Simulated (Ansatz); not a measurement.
Input and command of a plane-wave DFT calculation in Ansatz:

```yaml
crystal:
  lattice:
    - [0.0, -2.08345615, -2.08345615]
    - [0.0, 2.08345615, -2.08345615]
    - [4.1669122999, 0.0, 0.0]
  atoms:
    - { symbol: Co, position: [0.5, 0.5, 0.5077995402], spin: 2.57 }
    - { symbol: Co, position: [0.0, 0.0, -0.0077995402], spin: 2.57 }
    - { symbol: O, position: [0.5, 0.5, 0.0069675298], spin: 0.32 }
    - { symbol: O, position: [1.0, 0.0, 0.4930324702], spin: 0.32 }
basis:
  ecutwfc: 420
kpoints:
  mp_grid: { grid: [20, 20, 14] }
hamiltonian:
  xc: pbesol
scf:
  occupations: { method: gaussian, width: 0.15 }
output:
  forces: true
  stress: true
  eigenvalues: true
  populations: true
magnetization:
  spin_polarized: true
```

```bash
ansatz run input.yaml --threads 2 --pin off --max-ram 5120MiB --backend cpu --events-out ev --progress --plain --runs-dir out
```

Processor: Oxide Virtual Turin-like Processor (Zen 5), 2 threads, on a host shared with other jobs.

Task: Estimate time, memory and problem size.

Result: About 38 s on 2 threads of Oxide Virtual Turin-like Processor (Zen 5), with other jobs on the host, peak memory 1.1 GiB. It solves 32 bands at 528 k points (the mesh reduced by symmetry) with about 681 plane waves, in 12 SCF iterations.
